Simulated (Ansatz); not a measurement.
# MgO: a listed cell, distorted in several ways

Aim: see how energy, forces, stress and gap of MgO answer to further strains and shifts, swapped elements. Nothing is relaxed unless a step says so.

Method: DFT PBEsol, scalar-relativistic, plane waves, PAW, in Ansatz 0.2.0.

## 1. Starting point

The structure is hexagonal, space group P6_3mc (No. 186). Conventional cell: a = 3.308 Å, b = 3.308 Å, c = 4.983 Å, α = 90.00°, β = 90.00°, γ = 120.00°. Around Mg (site symmetry 3m) lie 4 O at 1.97 to 1.99 Å. O (site symmetry 3m) is surrounded by 4 Mg at 1.97 to 1.99 Å.

As a file:

```
Mg O
1.0
     3.30779    0.00000    0.00000
    -1.65389    2.86463    0.00000
     0.00000    0.00000    4.98288
Mg O
2 2
Direct
  0.33333 0.66667 0.00216
  0.66667 0.33333 0.50216
  0.33333 0.66667 0.40244
  0.66667 0.33333 0.90244
```

The structure comes from the Materials Project (structure only).

## 2. Substitution of an element, cell strained: O → S, first probe

The change: S takes all sites of O, and lengths are scaled by 1.113 as a first guess of the size; strain xx, yy, zz, yz, xz, xy = +0.9, +0.9, -8.1, +0.0, +0.0, +0.0 %; atoms moved by 0.15 Å root mean square, at most 0.15 Å.

input.yaml reads:

```yaml
crystal:
  lattice:
    - [3.7155456544, 0.0, 0.0]
    - [-1.8577728273, 3.2177569256, 0.0]
    - [0.0, 0.0, 5.0979784373]
  atoms:
    - { symbol: Mg, position: [0.33333333, 0.66666667, 0.0322628028] }
    - { symbol: Mg, position: [0.66666667, 0.33333333, 0.5322628028] }
    - { symbol: S, position: [0.33333333, 0.66666667, 0.3723371972] }
    - { symbol: S, position: [0.66666667, 0.33333333, 0.8723371972] }
basis:
  ecutwfc: 420
kpoints:
  mp_grid: { grid: [6, 6, 4] }
hamiltonian:
  xc: pbesol
scf:
  occupations: { method: gaussian, width: 0.1 }
output:
  forces: true
  stress: true
  eigenvalues: true
```

Started as:

```sh
$ ansatz run input.yaml --threads 1 --pin off --max-ram 1331MiB --backend cpu --events-out ev --progress --plain --runs-dir out
```

## 3. A distortion of lower symmetry

input.yaml reads:

```yaml
crystal:
  lattice:
    - [3.2297232136, 0.0, 0.0]
    - [-1.6148616069, 2.7970223502, 0.0]
    - [0.0, 0.0, 5.1642585628]
  atoms:
    - { symbol: Mg, position: [0.33333333, 0.66666667, -0.003741286] }
    - { symbol: Mg, position: [0.66666667, 0.33333333, 0.4973054048] }
    - { symbol: O, position: [0.33333333, 0.66666667, 0.411610402] }
    - { symbol: O, position: [0.66666667, 0.33333333, 0.9040254792] }
basis:
  ecutwfc: 420
kpoints:
  mp_grid: { grid: [9, 9, 6] }
hamiltonian:
  xc: pbesol
scf:
  occupations: { method: gaussian, width: 0.02 }
output:
  forces: true
  stress: true
  eigenvalues: true
```

Before running it: what results should come out? Wanted: for each run, case; energy; pressure; largest force.

As calculated:

```
step                            case  energy (meV/atom)  pressure (GPa)  largest force (eV/Å)  gap on the mesh (eV)
   3  a distortion of lower symmetry               +0.0             3.9                  0.95                  3.42
```

Energies are counted from step 3, with the smearing taken to zero. 

These are semilocal Kohn-Sham gaps, which aren't the measured quantity. Such gaps usually fall short of the measured ones.
